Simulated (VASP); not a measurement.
Si, 2 atoms in the cell. The structure is cubic, space group Fd-3m (No. 227). Conventional cell: a = 5.436 Å, b = 5.436 Å, c = 5.436 Å, α = 90.00°, β = 90.00°, γ = 90.00°. Si (site symmetry -43m) has 4 Si at 2.35 Å as nearest neighbours. 

```yaml
Program: VASP 6.6.1
Task: relaxation of cell and atoms
Functional: PBEsol
Potentials_or_basis: VASP PAW PBE potentials, release 64 (Si)
Cutoff: 520 eV
k_mesh: 10 × 10 × 10
Occupations: gaussian, width 0.02 eV
Spin: no spin polarisation
Further_INCAR_settings: ALGO = Normal; EDIFF = 1e-07; IBRION = 2; EDIFFG = -0.002; NSW = 80; ISIF = 3
```

Potentials or basis: VASP PAW PBE potentials, release 64 (Si).

The run is started by

```sh
$ cat potpaw_PBE.64/Si/POTCAR > POTCAR
$ mpirun -np 4 vasp_std > vasp.out
```

Hardware: 4 MPI ranks on AMD EPYC 7R13 Processor (Zen 3) (shared host).

Question: Estimate the wall time of this run.

Answer: Run time: 7.7 s on 4 MPI ranks on AMD EPYC 7R13 Processor (Zen 3) (shared host), peak memory 0.13 GiB a rank. Counts: scf iterations 12, k points 47, ion steps 1.
